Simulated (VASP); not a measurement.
# ZnS (Wurtzite-6H) (P6_3mc) in VASP: further runs, part 2 of 2

VASP 6.6.1. The steps go on from the part before.

### 3 Single point, PBE

INCAR

```
  PREC = Accurate
  ENCUT = 520
  EDIFF = 1E-6
  ISMEAR = 0
  SIGMA = 0.015
  LREAL = F
  LASPH = T
  NELM = 60
  ALGO = Normal
  ISIF = 2
  LWAVE = F
  LCHARG = F
  GGA = PE
  NBANDS = 66
```

KPOINTS

```
regular mesh
0
Gamma
  8 8 2
```

POSCAR

```
ZnS
1.0
    3.8120000000      0.0000000000      0.0000000000
   -1.9060000000      3.3012888392      0.0000000000
    0.0000000000      0.0000000000     18.6899900000
Zn S
6 6
Direct
    0.3333333333      0.6666666667      0.8333300000
    0.6666666667      0.3333333333      0.3333300000
    0.6666666667      0.3333333333      0.6666700000
    0.3333333333      0.6666666667      0.1666700000
    0.0000000000      0.0000000000      0.5000000000
    0.0000000000      0.0000000000      0.0000000000
    0.3333333333      0.6666666667      0.9583300000
    0.6666666667      0.3333333333      0.4583300000
    0.6666666667      0.3333333333      0.7916700000
    0.3333333333      0.6666666667      0.2916700000
    0.0000000000      0.0000000000      0.6250000000
    0.0000000000      0.0000000000      0.1250000000
```

Potentials or basis: VASP PAW PBE potentials, release 64 (Zn, S).

Started as:

```
$ cat potpaw_PBE.64/Zn/POTCAR potpaw_PBE.64/S/POTCAR > POTCAR
$ mpirun -np 1 vasp_std > vasp.out
```

OUTCAR:

```text
PREC = Accurate
   ENCUT = 520
   EDIFF = 1E-6
   ISMEAR = 0
   LREAL = F
   LASPH = T
   NELM = 60
   ISIF = 2
   GGA = PE

 ion  position               nearest neighbor table
   1  0.333  0.667  0.833-   9 2.33   9 2.33   9 2.33   7 2.34
   2  0.667  0.333  0.333-  10 2.33  10 2.33  10 2.33   8 2.34
   3  0.667  0.333  0.667-  11 2.33  11 2.33  11 2.33   9 2.34
   4  0.333  0.667  0.167-  12 2.33  12 2.33  12 2.33  10 2.34
   5  0.000  0.000  0.500-   8 2.33   8 2.33   8 2.33  11 2.34
[... 1606 lines left out ...]

 VOLUME and BASIS-vectors are now :
 -----------------------------------------------------------------------------
  energy-cutoff  :      520.00
  volume of cell :      235.20
      direct lattice vectors                 reciprocal lattice vectors
     3.812000000  0.000000000  0.000000000     0.262329486  0.151455999  0.000000000
    -1.906000000  3.301288839  0.000000000     0.000000000  0.302911999  0.000000000
     0.000000000  0.000000000 18.689990000     0.000000000  0.000000000  0.053504577

 POSITION                                       TOTAL-FORCE (eV/Angst)
 -----------------------------------------------------------------------------------
     -0.00000      2.20086     15.57493        -0.000000      0.000000      0.000806
      1.90600      1.10043      6.22993         0.000000     -0.000000      0.000806
      1.90600      1.10043     12.46006        -0.000000     -0.000000      0.015238
     -0.00000      2.20086      3.11506         0.000000      0.000000      0.015238
      0.00000      0.00000      9.34500        -0.000000     -0.000000     -0.003570
      0.00000      0.00000      0.00000         0.000000     -0.000000     -0.003570
     -0.00000      2.20086     17.91118        -0.000000     -0.000000     -0.029987
      1.90600      1.10043      8.56618         0.000000     -0.000000     -0.029987
      1.90600      1.10043     14.79630         0.000000     -0.000000     -0.006860
     -0.00000      2.20086      5.45131        -0.000000     -0.000000     -0.006860
      0.00000      0.00000     11.68124         0.000000     -0.000000      0.024374
      0.00000      0.00000      2.33625        -0.000000     -0.000000      0.024374
 -----------------------------------------------------------------------------------
    total drift:                               -0.000002     -0.000003     -0.000457

  FREE ENERGIE OF THE ION-ELECTRON SYSTEM (eV)
  ---------------------------------------------------
  free  energy   TOTEN  =       -41.0523224069 eV

  energy  without entropy=      -41.0523224069  energy(sigma->0) =      -41.05232241
```

stdout:

```text
POSCAR found type information on POSCAR ZnS
 POSCAR found :  2 types and      12 ions
 scaLAPACK will be used
 LDA part: xc-table for (Slater+PW92), standard interpolation
 POSCAR, INCAR and KPOINTS ok, starting setup
 FFT: planning ... GRIDC
 FFT: planning ... GRID_SOFT
 FFT: planning ... GRID
 WAVECAR not read
 entering main loop
```

Run time: 5.2 min. Hardware: 1 thread of Intel Xeon Platinum 8488C (Sapphire Rapids), shared host; peak memory 0.45 GiB.

What came out:

| Property | Result |
| --- | --- |
| Free energy | -41.0523 eV |
| Pressure | 2.3 GPa |
| Largest force | 0.030 eV/Å |
| Band gap on the k mesh | 2.17 eV, direct |

Forces in eV/Å, atoms in the order of the input:
```
Zn   0.000  0.000  0.001
Zn   0.000  0.000  0.001
Zn   0.000  0.000  0.015
Zn   0.000  0.000  0.015
Zn   0.000  0.000 -0.004
Zn   0.000  0.000 -0.004
S    0.000  0.000 -0.030
S    0.000  0.000 -0.030
S    0.000  0.000 -0.007
S    0.000  0.000 -0.007
S    0.000  0.000  0.024
S    0.000  0.000  0.024
```

Caveat: the cell's inner coordinates are idealised or old, which leaves forces on the atoms.

### 4 Single point, PBE

INCAR

```
ALGO = Normal
EDIFF = 1E-6
ENCUT = 520
GGA = PE
ISIF = 2
ISMEAR = 0
LASPH = True
LCHARG = False
LREAL = False
LWAVE = False
NELM = 80
PREC = Accurate
SIGMA = 0.011
```

KPOINTS

```
k-points
0
Gamma
  8 8 2
```

POSCAR is that of step 3.

Started as:

```
$ cat potpaw_PBE.64/Zn/POTCAR potpaw_PBE.64/S/POTCAR > POTCAR
$ mpirun -np 1 vasp_std > vasp.out
```

It took 7.1 min on 1 thread of Intel Xeon Platinum 8559C (Emerald Rapids), shared host; peak memory 0.42 GiB.

The run converged. Its results:

```yaml
Free_energy: -41.0523 eV
Pressure: 2.3 GPa
Largest_force: 0.030 eV/Å
Band_gap_on_the_k_mesh: 2.17 eV, direct
```

Forces in eV/Å, atoms in the order of the input:
```
Zn   0.000  0.000  0.001
Zn   0.000  0.000  0.001
Zn   0.000  0.000  0.015
Zn   0.000  0.000  0.015
Zn   0.000  0.000 -0.004
Zn   0.000  0.000 -0.004
S    0.000  0.000 -0.030
S    0.000  0.000 -0.030
S    0.000  0.000 -0.007
S    0.000  0.000 -0.007
S    0.000  0.000  0.024
S    0.000  0.000  0.024
```

Levels at points of the mesh, in eV from the valence-band top:
```csv
k point,band 50,band 51,band 52,band 53,band 54,band 55,band 56,band 57,band 58,band 59
"(0.00, 0.00, 0.00)",-0.24,-0.24,-0.02,0.00,0.00,2.17,3.22,3.26,3.34,3.37
"(0.50, 0.00, 0.00)",-1.50,-1.27,-1.26,-1.10,-0.88,3.44,3.57,3.61,3.88,4.04
"(0.00, 0.00, 0.50)",-0.47,-0.07,-0.07,-0.07,-0.07,2.65,2.65,3.28,3.28,3.54
"(0.50, 0.00, 0.50)",-1.61,-1.22,-1.22,-0.99,-0.99,3.37,3.37,3.85,3.85,4.14
```

Caveat: the cell's inner coordinates are idealised or old, which leaves forces on the atoms.

### 5 Comparison with measurements

Step 2. Measured gap of ZnS: 3.911 eV (direct; 4 K; a printed reference work, monograph). This calculation gives 2.17 eV (-1.74 eV). The value is that of PBE on a finite k mesh, which can miss the band edges, without temperature or zero-point motion. Semilocal functionals fall short of measured gaps as a rule.

Step 3. Against the measured gap of ZnS, 3.911 eV (direct; 4 K; a printed reference work, monograph), the calculated 2.17 eV is off by -1.74 eV. The value is that of PBE on a finite k mesh, which can miss the band edges, without temperature or zero-point motion. Semilocal functionals fall short of measured gaps as a rule.

Step 4. Measured gap of ZnS: 3.911 eV (direct; 4 K; a printed reference work, monograph). This calculation gives 2.17 eV (-1.74 eV). The value is that of PBE on a finite k mesh, which can miss the band edges, without temperature or zero-point motion. Semilocal functionals fall short of measured gaps as a rule.
